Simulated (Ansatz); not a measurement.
## Se, rhombohedral Se6: geometry optimisation

Method: Ansatz 0.2.0, DFT, PBE, plane waves (420 eV) with PAW, scalar-relativistic.

k-point mesh 4×4×4, Fermi-Dirac smearing 0.05 eV, no spin polarisation. Cell and atoms relax.

Starting structure:

```yaml
crystal:
  lattice:
    - [5.6809998619, 3.2799267995, 1.47633]
    - [-5.6809998619, 3.2799267995, 1.47633]
    - [0.0, -6.5598535991, 1.47633]
  atoms:
    - { symbol: Se, position: [0.28066, 0.16251, 0.91818] }
    - { symbol: Se, position: [0.91818, 0.28066, 0.16251] }
    - { symbol: Se, position: [0.16251, 0.91818, 0.28066] }
    - { symbol: Se, position: [0.71934, 0.83749, 0.08182] }
    - { symbol: Se, position: [0.08182, 0.71934, 0.83749] }
    - { symbol: Se, position: [0.83749, 0.08182, 0.71934] }
hamiltonian:
  xc: pbe
  pseudopotentials:
    kind: paw
    azcp:
      Se: "pseudopotentials/Se.paw.azcp"
basis:
  ecutwfc: 420
  fft_grid_basis: typed
kpoints:
  mp_grid: { grid: [4, 4, 4], shift: [0, 0, 0] }
magnetization:
  spin_polarized: false
scf:
  occupations: { method: fermi_dirac, width: 0.05 }
relax:
  max_steps: 60
  f_tol: 0.01
  cell: {}
```

Problem. What cell does the relaxation end in?

Solution. R-3 with a = 11.053 Å, c = 5.610 Å (c/a = 0.508); 32.98 Å³ per atom against 27.51 at the start (19.9 %).

Problem. How much energy does the relaxation gain?

Solution. 32.4 meV per atom.

This functional, with no dispersion term, lets the cell expand far past the measured one.
